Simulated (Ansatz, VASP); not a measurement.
Rh: VASP beside Ansatz

INCAR

```
SYSTEM = Rh
ALGO     = Normal         ! electronic algorithm
EDIFF    = 1E-6           ! SCF threshold, eV
ENCUT    = 520            ! plane-wave cutoff, eV
GGA      = CA             ! functional
ISIF     = 2              ! what is computed and relaxed
ISMEAR   = -1             ! smearing method
LASPH    = .TRUE.         ! aspherical terms in the spheres
LCHARG   = .FALSE.        ! write CHGCAR
LREAL    = .FALSE.        ! projectors in reciprocal space
LWAVE    = .FALSE.        ! write WAVECAR
NBANDS   = 14             ! bands
NELM     = 100            ! most SCF steps
PREC     = Accurate       ! precision mode
SIGMA    = 0.1            ! smearing width, eV
```

The input KPOINTS:

```
k-points
0
G
  7 7 7
  0 0 0
```

File POSCAR:

```
Rh
1.0
    0.0000000000      1.8776226225      1.8776226225
    1.8776226225      0.0000000000      1.8776226225
    1.8776226225      1.8776226225      0.0000000000
Rh
1
Direct
    0.0000000000      0.0000000000      0.0000000000
```

Input for Ansatz:

```yaml
crystal:
  lattice:
    - [0.0, 1.8776226225, 1.8776226225]
    - [1.8776226225, 0.0, 1.8776226225]
    - [1.8776226225, 1.8776226225, 0.0]
  atoms:
    - { symbol: Rh, position: [0.0, 0.0, 0.0] }
hamiltonian:
  xc: lda
  pseudopotentials:
    kind: paw
    azcp:
      Rh: "pseudopotentials/Rh.paw.azcp"
basis:
  ecutwfc: 420
  fft_grid_basis: typed
kpoints:
  mp_grid: { grid: [7, 7, 7], shift: [0, 0, 0] }
magnetization:
  spin_polarized: false
scf:
  occupations: { method: fermi_dirac, width: 0.1 }
  lower_state_search: "off"
output:
  stress: true
  write_density: true
  write_potential: true
  elf: true
  volumetric_format: npy
```

Alike in both runs: task single point; functional LDA; k mesh 7 × 7 × 7; occupations fermi-dirac, width 0.1 eV; no spin polarisation.

|  | VASP | Ansatz |
| --- | --- | --- |
| version | VASP 6.6.1 | Ansatz 0.2.0 |
| potentials or method | VASP PAW LDA potentials, release 64 (Rh_pv) | plane waves (420 eV) with PAW, scalar-relativistic |
| plane-wave cutoff (eV) | 520 | 420 |
| valence electrons in the cell | 15 | 17 |

```tsv
	VASP	Ansatz	Ansatz less VASP
pressure (GPa)	-0.6	-1.5	-0.93
```

The two sets of potentials don't hold the same shells in valence. Ansatz warned: «pseudo_functional_mismatch».

Caveats: the k mesh is coarse (spacing up to 0.41 Å⁻¹), so the values aren't converged.
